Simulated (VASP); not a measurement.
CdS, 2 atoms in the cell. The typed cell holds 2 atoms: a = 4.357 Å, b = 4.353 Å, c = 5.933 Å, α = 89.66°, β = 90.45°, γ = 119.47°. The cell comes from a database or a generator and needn't be the stable form of this composition. The cell isn't the ideal one: all atoms moved at random, cell strained at random.

```yaml
Program: VASP 6.6.1
Task: single point
Functional: PBE
Potentials_or_basis: VASP PAW PBE potentials, release 64 (Cd, S)
Cutoff: 520 eV
k_mesh: 9 × 9 × 6
Occupations: gaussian, width 0.02 eV
Spin: no spin polarisation
Dipole_correction: no
Further_INCAR_settings: ALGO = Fast; EDIFF = 1e-06; NBANDS = 16
```

Potentials or basis: VASP PAW PBE potentials, release 64 (Cd, S).

Launch:

```bash
$ cat potpaw_PBE.64/Cd/POTCAR potpaw_PBE.64/S/POTCAR > POTCAR
$ mpirun -np 1 vasp_std > vasp.out
```

Hardware: 1 thread of Intel(R) Xeon(R) 6975P-C (Granite Rapids) (shared host).

Q: How long does it take, and how much memory?

A: Wall time 120 s on 1 thread of Intel(R) Xeon(R) 6975P-C (Granite Rapids) (shared host), peak memory 0.49 GiB. Counts: scf iterations 15, k points 244.
